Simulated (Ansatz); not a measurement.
This cell of GeO₂ (rutile) is off equilibrium:

```yaml
crystal:
  lattice:
    - [4.42809, 0.00000, 0.00000]
    - [0.00000, 4.42809, 0.00000]
    - [0.00000, 0.00000, 2.88419]
  atoms:
    - { symbol: Ge, position: [0.00000, 0.00000, 0.00000] }
    - { symbol: Ge, position: [0.50000, 0.50000, 0.59708] }
    - { symbol: O, position: [0.30632, 0.30632, 0.00000] }
    - { symbol: O, position: [0.80632, 0.19368, 0.50000] }
    - { symbol: O, position: [0.19368, 0.80632, 0.50000] }
    - { symbol: O, position: [0.69368, 0.69368, 0.00000] }
```

These are PBEsol (plane waves to 420 eV, PAW, scalar-relativistic; Ansatz, a program for electronic structure) values and carry that method's errors. k mesh 6×6×9 (Γ-centred), Fermi-Dirac smearing 0.05 eV. The energy includes the smearing's −TS. Compression counts positive. GeO2 was relaxed with its symmetry unable to fall.

Q: What forces act on the atoms (eV/Å, Cartesian)?

A: 
```
atom      Fx      Fy      Fz
----  ------  ------  ------
Ge1    0.000   0.000  -0.141
Ge2    0.000   0.000  -6.195
O3    -1.519  -1.519   2.962
O4    -0.098   0.098   0.206
O5     0.098  -0.098   0.206
O6     1.519   1.519   2.962
```

Q: Give the stress tensor in GPa and the pressure.

A: 
```
    7.1      8.0      0.0
    8.0      7.1      0.0
    0.0      0.0     11.2
```
The pressure, a third of the trace, is 8.4 GPa.

Q: In it atom 2 sits (0.000, 0.000, 0.280) Å away from its relaxed site. What is its energy relative to the relaxed cell?

A: 808 meV/cell.

(For displaced atoms, the force is minus the slope of the energy, and its curvature is a force constant, which sets phonon frequencies.)
